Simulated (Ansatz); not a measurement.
TiSi (Pnma), zone-centre modes

Method: DFT PBEsol, scalar-relativistic, plane waves, PAW (Ansatz 0.2.0). Settings: plane waves to 420 eV, k-mesh 6×12×8 (Γ-centred), Gaussian smearing 0.15 eV. No spin polarisation.

Reference structure (relaxed at this level; it needn't be the usual structure):

```
Ti Si
1.0
     6.45181    0.00000    0.00000
     0.00000    3.62244    0.00000
     0.00000    0.00000    4.96380
Ti Si
4 4
Direct
  0.67611 0.25000 0.37059
  0.32389 0.75000 0.62941
  0.82389 0.75000 0.87059
  0.17611 0.25000 0.12941
  0.54412 0.25000 0.85363
  0.45588 0.75000 0.14637
  0.95588 0.75000 0.35363
  0.04412 0.25000 0.64637
```

Harmonic modes by finite displacements of 0.02 Å, without the LO–TO term.

Question: At this geometry, is the structure stable against these modes?

Answer: Yes: no mode is imaginary beyond 10 cm⁻¹, and only the three translations lie near zero.

Question: List the wavenumbers in cm⁻¹.

Answer: 0, 0, 0, 171, 187, 200, 215, 250, 252, 256, 262, 275, 302, 338, 343, 347, 355, 380, 382, 402, 417, 420, 442, 465.

Cost: 1 run of about 12 core-minutes, on Intel Xeon Platinum 8259CL (Skylake/Cascade Lake) (shared hosts).